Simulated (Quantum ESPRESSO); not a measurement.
AgCl (Chlorargyrite): single point with PBE

**Experimental background.**

A printed reference work, data compilation reports, for a bulk crystal of AgCl: band gap 3.249 eV (indirect).

The system is AgCl (Chlorargyrite).

```
Ag Cl
1.0
     0.00000    2.73500    2.73500
     2.73500    0.00000    2.73500
     2.73500    2.73500    0.00000
Ag Cl
1 1
Direct
  0.00000 0.00000 0.00000
  0.50000 0.50000 0.50000
```

```
Program             : Quantum ESPRESSO 7.5
Task                : single point
Functional          : PBE
Potentials or basis : SG15 PBE 1.2
Cutoff              : 952 eV
Density cutoff      : 3810 eV
k mesh              : 6 × 6 × 6
Occupations         : fermi-dirac, width 0.05 eV
Spin                : no spin polarisation
Mixing beta         : 0.5
Most SCF iterations : 120
SCF threshold       : 4e-10 Ry
```

```json
{
  "Pressure": "4.2 GPa",
  "Band gap on the k mesh": "0.96 eV, indirect (least direct gap 3.42 eV)"
}
```

Levels at points of the mesh, in eV from the valence-band top:
```
             k point  band 10  band 11  band 12  band 13  band 14  band 15  band 16  band 17
  (0.00, 0.00, 0.00)    -2.57    -2.45    -2.45    -2.45     0.96    10.97    10.97    10.97
 (0.00, 0.00, -0.50)    -2.22    -1.88     0.00     0.00     4.21     6.82     7.74     7.74
(0.00, -0.50, -0.50)    -2.37    -2.09    -2.09    -1.97     2.41     8.05     8.83    11.80
```

Run time: 7.7 s on 2 MPI ranks on Arm Neoverse V2, with other jobs on the host, peak memory 0.14 GiB a rank.

Measured gap of AgCl: 3.249 eV (indirect; a printed reference work, data compilation). This calculation gives 0.96 eV (-2.29 eV). So large a miss can be the level of theory's own, or it may mean another phase, state or a wrong row. Spin-orbit coupling on Ag is left out. The value is that of PBE on a finite k mesh, which can miss the band edges, without temperature or zero-point motion. Semilocal functionals fall short of measured gaps as a rule.

Caveat: this potential file gives levels or pressures that part from those of other sets.
